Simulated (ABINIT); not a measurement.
# BP (F-43m): changed settings of a GW run in ABINIT

Aim: change inputs of a GW run on BP (F-43m) and see what moves.

Main program and level: ABINIT 10.8.3; PBE and many-body steps on it, plane waves.

## (1) The starting structure

Symmetry: F-43m, No. 216, cubic system. The conventional cell has a = 4.538 Å, b = 4.538 Å, c = 4.538 Å, α = 90.00°, β = 90.00°, γ = 90.00°. B has 4 P at 1.97 Å nearest. Nearest to P lie 4 B at 1.97 Å. Farther neighbours are not listed.

The cell and positions come from the Crystallography Open Database and are kept as given unless a step says otherwise.

## (2) Screening, 6×6×6 mesh, 101 bands, screening to 228.6 eV

This step: ABINIT 10.8.3; RPA screening on PBE, plane waves, norm-conserving pseudopotentials.

The RPA dielectric matrix is built and inverted for each q.

Contents of run.abi:

```
acell 3*1.0 Angstrom
rprim 
  0.000000000000 2.269000000000 2.269000000000
  2.269000000000 0.000000000000 2.269000000000
  2.269000000000 2.269000000000 0.000000000000
ntypat 2
znucl 5 15
natom 2
typat 1 2
xred 
  0.000000000000 0.000000000000 0.000000000000
  0.250000000000 0.250000000000 0.250000000000
pp_dirpath "pseudos"
pseudos "B.upf, P.upf"
ecut 34
ngkpt 6 6 6
nshiftk 1
shiftk 0 0 0
kptopt 1
chksymbreak 0
istwfk *1
occopt 1
irdwfk 1
optdriver 3
nband 101
ecuteps 8.4
inclvkb 2
awtr 1
symchi 1
indata_prefix "in"
outdata_prefix "out"
tmpdata_prefix "tmp"
```

On the command line:

```bash
$ OMP_NUM_THREADS=1 mpirun -n 8 abinit run.abi > log
```

Output:

```text
.Version 10.8.3 of ABINIT. v10.8.2 released Aug 2026.

 Symmetries : space group F-4 3 m (#216); Bravais cF (face-center cubic)
[... echo of the input left out ...]
== DATASET  1 ==================================================================
-   mpi_nproc: 8, omp_nthreads: 1 (-1 if OMP is not activated)

--- !DatasetInfo
iteration_state: {dtset: 1, }
dimensions: {natom: 2, nkpt: 16, mband: 101, nsppol: 1, nspinor: 1, nspden: 1, mpw: 1524, }
cutoff_energies: {ecut:  34.0, pawecutdg:  -1.0, }
electrons: {nelect:   8.00000000E+00, charge:   0.00000000E+00, occopt:   1.00000000E+00, tsmear:   1.00000000E-02, }

 SCREENING: Calculation of the susceptibility and dielectric matrices

 Based on a program developped by R.W. Godby, V. Olevano, G. Onida, and L. Reining.
 Incorporated in ABINIT by V. Olevano, G.-M. Rignanese, and M. Torrent.
.Using double precision arithmetic ; gwpc =  8

[... cell and pseudopotentials left out ...]
--------------------------------------------------------------------------------

 ==== K-mesh for the wavefunctions ====
 Number of points in the irreducible wedge :    16
[... list of points left out ...]
 Together with 24 symmetry operations and time-reversal symmetry
 yields   216 points in the full Brillouin Zone.

 ==== Q-mesh for the screening function ====
 Number of points in the irreducible wedge :    16
[... list of points left out ...]
 Together with 24 symmetry operations and time-reversal symmetry
 yields   216 points in the full Brillouin Zone.

 setmesh: FFT mesh size selected  =    24x   24x   24
          total number of points  =        13824

 vcoul_init : cutoff-mode = AUXILIARY_FUNCTION
 q-points for optical limit:   1
     1)      0.000010    0.000020    0.000030

- screening: taking advantage of time-reversal symmetry
- Maximum band index for partially occupied states nbvw = 4
- Remaining bands to be divided among processors   nbcw = 97
- Number of bands treated by each node ~12

 Number of electrons calculated from density =    8.0000; Expected =    8.0000
 average of density, n =  0.050741
 r_s =    1.6757
 omega_plasma =   21.7288 [eV]

 calculating chi0 at frequencies [eV] :
  1    0.000000E+00    0.000000E+00
  2    0.000000E+00    2.172879E+01

--------------------------------------------------------------------------------
  q-point number  1        q = ( 0.000000, 0.000000, 0.000000) [r.l.u.]
--------------------------------------------------------------------------------
[... chi0 elements left out ...]
 For q-point:  0.000010 0.000020 0.000030
  dielectric constant =   9.7372
  dielectric constant without local fields =  10.6501

  Average fulfillment of the sum rule on Im[epsilon] for q-point    1 :     91.06  [%]
[... wings left out ...]
  q-point number  2        q = ( 0.166667, 0.000000, 0.000000) [r.l.u.]
--------------------------------------------------------------------------------
[... chi0 elements left out ...]
  Average fulfillment of the sum rule on Im[epsilon] for q-point    2 :     94.57  [%]

 [... 14 further q-points ...]
```

Wall time 20 s (8 MPI ranks of Arm Neoverse V2, shared host); peak memory 1.1 GiB.

Numbers from this step:

- ε∞ with local fields, on this mesh, along the program's q direction: 9.737
- the same without local fields: 10.65
- plasma frequency: 21.73 eV
- plane waves in the screening matrix: 169

Local fields lower ε∞ by 9 %.

## (3) Base

The self-energy is evaluated for the states that the input lists, and the levels follow from it, in one-shot runs by the linearised quasiparticle equation.

This step: G0W0 on PBE, plane waves, norm-conserving pseudopotentials.

run.abi: that of step 2 with these lines changed.

```diff
@@ -23,8 +23,17 @@
 irdwfk 1
-optdriver 3
+optdriver 4
 nband 101
+gwcalctyp 0
+ecutsigx 34
+symsigma 1
+nkptgw 2
+kptgw 
+  0.0000000000 0.0000000000 0.0000000000
+  0.5000000000 0.5000000000 0.0000000000
+bdgw 
+  2 7
+  3 6
 ecuteps 8.4
-inclvkb 2
-awtr 1
-symchi 1
+irdscr 1
+ppmodel 1
 indata_prefix "in"
```

Output:

```text
.Version 10.8.3 of ABINIT. v10.8.2 released Aug 2026.

 Symmetries : space group F-4 3 m (#216); Bravais cF (face-center cubic)
[... echo of the input left out ...]
== DATASET  1 ==================================================================
-   mpi_nproc: 8, omp_nthreads: 1 (-1 if OMP is not activated)

--- !DatasetInfo
iteration_state: {dtset: 1, }
dimensions: {natom: 2, nkpt: 16, mband: 101, nsppol: 1, nspinor: 1, nspden: 1, mpw: 1524, }
cutoff_energies: {ecut:  34.0, pawecutdg:  -1.0, }
electrons: {nelect:   8.00000000E+00, charge:   0.00000000E+00, occopt:   1.00000000E+00, tsmear:   1.00000000E-02, }

 SIGMA: Calculation of the GW corrections

 Based on a program developped by R.W. Godby, V. Olevano, G. Onida, and L. Reining.
 Incorporated in ABINIT by V. Olevano, G.-M. Rignanese, and M. Torrent.
.Using double precision arithmetic ; gwpc =  8

[... cell and pseudopotentials left out ...]
--------------------------------------------------------------------------------

 ==== K-mesh for the wavefunctions ====
 Number of points in the irreducible wedge :    16
[... list of points left out ...]
 Together with 24 symmetry operations and time-reversal symmetry
 yields   216 points in the full Brillouin Zone.

 ==== Q-mesh for screening function ====
 Number of points in the irreducible wedge :    16
[... list of points left out ...]
 Together with 24 symmetry operations and time-reversal symmetry
 yields   216 points in the full Brillouin Zone.

 vcoul_init : cutoff-mode = AUXILIARY_FUNCTION
 q-points for optical limit:   1
     1)      0.000010    0.000020    0.000030
 setmesh: FFT mesh size selected  =    32x   32x   32
          total number of points  =        32768

 Number of electrons calculated from density =    8.0000; Expected =    8.0000
 average of density, n =  0.050741
 r_s =    1.6757
 omega_plasma =   21.7288 [eV]

 === KS Band Gaps ===
  >>>> For spin  1
   Minimum direct gap =   3.4068 [eV], located at k-point      :   0.0000  0.0000  0.0000
   Fundamental gap    =   1.3473 [eV], Top of valence bands at :   0.0000  0.0000  0.0000
                                       Bottom of conduction at :   0.5000  0.5000  0.0000
 SIGMA fundamental parameters:
 PLASMON POLE MODEL  1
 number of plane-waves for SigmaX                 1459
 number of plane-waves for SigmaC and W            169
 number of plane-waves for wavefunctions          1459
 number of bands                                   101
 number of independent spin polarizations            1
 number of spinorial components                      1
 number of k-points in IBZ                          16
 number of q-points in IBZ                          16
 number of symmetry operations                      24
 number of k-points in BZ                          216
 number of q-points in BZ                          216
 number of frequencies for dSigma/dE                 9
 frequency step for dSigma/dE [eV]                0.25
 number of omega for Sigma on real axis              0
 max omega for Sigma on real axis  [eV]           0.00
 zcut for avoiding poles [eV]                     0.10

 EPSILON^-1 parameters (SCR file):
 dimension of the eps^-1 matrix on file            169
 dimension of the eps^-1 matrix used               169
 number of plane-waves for wavefunctions          1459
 number of bands                                   101
 number of q-points in IBZ                          16
 number of frequencies                               2
 number of real frequencies                          1
 number of imag frequencies                          1

 matrix elements of self-energy operator (all in [eV])

 Perturbative Calculation

--- !SelfEnergy_ee
iteration_state: {dtset: 1, }
kpoint     : [   0.000,    0.000,    0.000, ]
spin       : 1
KS_gap     :    3.407
QP_gap     :    4.274
Delta_QP_KS:    0.867
data: !SigmaeeData |
     Band     E0 <VxcDFT>   SigX SigC(E0)      Z dSigC/dE  Sig(E)    E-E0       E
        2   7.266 -13.300 -15.048   0.983   0.792  -0.263 -13.906  -0.606   6.660
        3   7.266 -13.300 -15.048   0.983   0.792  -0.263 -13.906  -0.606   6.660
        4   7.266 -13.300 -15.048   0.983   0.792  -0.263 -13.906  -0.606   6.660
        5  10.672 -12.025  -7.238  -4.458   0.793  -0.261 -11.764   0.262  10.934
        6  10.672 -12.025  -7.238  -4.458   0.793  -0.261 -11.764   0.262  10.934
        7  10.672 -12.025  -7.238  -4.458   0.793  -0.261 -11.764   0.262  10.934

--- !SelfEnergy_ee
iteration_state: {dtset: 1, }
kpoint     : [   0.500,    0.500,    0.000, ]
spin       : 1
KS_gap     :    5.461
QP_gap     :    6.352
Delta_QP_KS:    0.891
data: !SigmaeeData |
     Band     E0 <VxcDFT>   SigX SigC(E0)      Z dSigC/dE  Sig(E)    E-E0       E
        3   3.152 -12.497 -15.992   2.469   0.773  -0.293 -13.290  -0.793   2.359
        4   3.152 -12.497 -15.992   2.469   0.773  -0.293 -13.290  -0.793   2.359
        5   8.613 -10.826  -6.523  -4.181   0.805  -0.243 -10.728   0.098   8.711
        6   8.933 -10.680  -6.271  -4.222   0.809  -0.235 -10.529   0.151   9.084

== END DATASET(S) ==============================================================
================================================================================

 -outvars: echo values of variables after computation  --------
           etotal      0.0000000000E+00
            nband         101
             nkpt          16
          spgroup         216
 [... the other variables as echoed above ...]

 Calculation completed.
```

The job ended after 5.3 s (8 MPI ranks; peak memory 1.1 GiB; 41 s of CPU time).

Numbers from this step:

| Property | Result |
| --- | --- |
| G0W0 gap on the points computed | 2.051 eV |
| starting gap on the mesh | 1.347 eV |
| k of the valence top | 0, 0, 0 |
| k of the conduction bottom | 0.5, 0.5, 0 |
| Z at the valence top | 0.792 |
| Z at the conduction bottom | 0.805 |
| least direct G0W0 gap on the computed points | 4.274 eV |

The gap on the mesh goes from 1.35 eV to 2.05 eV, a correction of +0.70 eV.

## (4) Coulomb singularity

run.abi: that of step 3 with these lines changed.

```diff
@@ -38,2 +38,3 @@
 ppmodel 1
+gw_icutcoul 0
 indata_prefix "in"
```

Output:

```text
.Version 10.8.3 of ABINIT. v10.8.2 released Aug 2026.

 Symmetries : space group F-4 3 m (#216); Bravais cF (face-center cubic)
[... echo of the input left out ...]
== DATASET  1 ==================================================================
-   mpi_nproc: 8, omp_nthreads: 1 (-1 if OMP is not activated)

--- !DatasetInfo
iteration_state: {dtset: 1, }
dimensions: {natom: 2, nkpt: 16, mband: 101, nsppol: 1, nspinor: 1, nspden: 1, mpw: 1524, }
cutoff_energies: {ecut:  34.0, pawecutdg:  -1.0, }
electrons: {nelect:   8.00000000E+00, charge:   0.00000000E+00, occopt:   1.00000000E+00, tsmear:   1.00000000E-02, }

 SIGMA: Calculation of the GW corrections

 Based on a program developped by R.W. Godby, V. Olevano, G. Onida, and L. Reining.
 Incorporated in ABINIT by V. Olevano, G.-M. Rignanese, and M. Torrent.
.Using double precision arithmetic ; gwpc =  8

[... cell and pseudopotentials left out ...]
--------------------------------------------------------------------------------

 ==== K-mesh for the wavefunctions ====
 Number of points in the irreducible wedge :    16
[... list of points left out ...]
 Together with 24 symmetry operations and time-reversal symmetry
 yields   216 points in the full Brillouin Zone.

 ==== Q-mesh for screening function ====
 Number of points in the irreducible wedge :    16
[... list of points left out ...]
 Together with 24 symmetry operations and time-reversal symmetry
 yields   216 points in the full Brillouin Zone.

 === Spherical cutoff ===

  Cutoff radius .........    20.1078 [Bohr]
  Volume of the sphere ..   34055.23 [Bohr^3]
 q-points for optical limit:   1
     1)      0.000010    0.000020    0.000030
 setmesh: FFT mesh size selected  =    32x   32x   32
          total number of points  =        32768

[...]
number of omega for Sigma on real axis              0
 max omega for Sigma on real axis  [eV]           0.00
 zcut for avoiding poles [eV]                     0.10

 EPSILON^-1 parameters (SCR file):
 dimension of the eps^-1 matrix on file            169
 dimension of the eps^-1 matrix used               169
 number of plane-waves for wavefunctions          1459
 number of bands                                   101
 number of q-points in IBZ                          16
 number of frequencies                               2
 number of real frequencies                          1
 number of imag frequencies                          1

 matrix elements of self-energy operator (all in [eV])

 Perturbative Calculation

--- !SelfEnergy_ee
iteration_state: {dtset: 1, }
kpoint     : [   0.000,    0.000,    0.000, ]
spin       : 1
KS_gap     :    3.407
QP_gap     :    4.244
Delta_QP_KS:    0.837
data: !SigmaeeData |
     Band     E0 <VxcDFT>   SigX SigC(E0)      Z dSigC/dE  Sig(E)    E-E0       E
        2   7.266 -13.300 -15.010   1.015   0.795  -0.258 -13.852  -0.553   6.713
        3   7.266 -13.300 -15.010   1.015   0.795  -0.258 -13.852  -0.553   6.713
        4   7.266 -13.300 -15.010   1.015   0.795  -0.258 -13.852  -0.553   6.713
[...]
--- !SelfEnergy_ee
iteration_state: {dtset: 1, }
kpoint     : [   0.500,    0.500,    0.000, ]
spin       : 1
KS_gap     :    5.461
QP_gap     :    6.309
Delta_QP_KS:    0.848
data: !SigmaeeData |
     Band     E0 <VxcDFT>   SigX SigC(E0)      Z dSigC/dE  Sig(E)    E-E0       E
[...]
5   8.613 -10.826  -6.548  -4.194   0.806  -0.241 -10.759   0.067   8.680
        6   8.933 -10.680  -6.296  -4.239   0.810  -0.234 -10.562   0.118   9.051

== END DATASET(S) ==============================================================
================================================================================

 -outvars: echo values of variables after computation  --------
           etotal      0.0000000000E+00
            nband         101
             nkpt          16
          spgroup         216
 [... the other variables as echoed above ...]

 Calculation completed.
```

It took 5.2 s on 8 MPI ranks; peak memory 1.1 GiB; 41 s of CPU time.

Numbers from this step:

```yaml
g0w0_gap_on_the_points_computed: 1.967 eV
starting_gap_on_the_mesh: 1.347 eV
k_of_the_valence_top: 0, 0, 0
k_of_the_conduction_bottom: 0.5, 0.5, 0
z_at_the_valence_top: 0.795
z_at_the_conduction_bottom: 0.806
least_direct_g0w0_gap_on_the_computed_points: 4.244 eV
```

Against G0W0 in ABINIT (6×6×6 mesh, 101 bands, screening to 228.6 eV, Godby-Needs plasmon pole), the gap moves by −0.084 eV.

## (5) The runs together

Times are wall times on 8 MPI ranks of Arm Neoverse V2, shared host, good to a factor of about two. A run's time includes the screening step that it read.

```csv
run,mesh,bands,screening cutoff (eV),DFT gap (eV),gap on the mesh (eV),direct (eV),ε∞ used,time
base,6×6×6,101,228.6,1.347,2.051,4.274,9.74,25 s
Coulomb singularity,6×6×6,101,228.6,1.347,1.967,4.244,9.74,25 s
```

## (6) What came out

```
base                : 2.051 eV
Coulomb singularity : 1.967 eV
known limits        : not at the basis limit
```

In words: Coulomb singularity: −0.084 eV against base (keys changed: gw_icutcoul). Bands and cutoff are finite, so the gap is not at the basis limit. The miss can reach some tenths of an eV and take either sign; the mesh is an error of its own. In the G0W0 runs levels were corrected at 2 k points alone, so a gap called «on the mesh» is the least over those, and an edge elsewhere would be missed. A denser mesh or path gives a starting gap of 1.28 eV: the GW mesh misses a band edge, so its gaps are not the fundamental one.

[Paths, hosts, dates, memory and timing lines, banners, echoed tables and standing remarks are left out of the program output.]

[Logs are printed without paths, hosts, clocks, repeated set-up lines and the standing remarks that a program may print on its own settings, such as how far it seeks lower states.]

[Runs of the session that timed out or met a known fault of the program may be left out.]

[Hosts, paths, dates, database ids (printed as entryN), source tags and the programs' standing remarks are cut or masked in the printed files.]

[G0W0 gaps are taken among the corrected bands and points alone; a level outside them can change the order at an edge.]

[Where Ansatz stands beside ABINIT at settings called matched, ABINIT's density can come from a denser mesh and the files from another edition; pairs whose starting gaps differed by over 0.03 eV were left out, so agreement reads better than it is.]
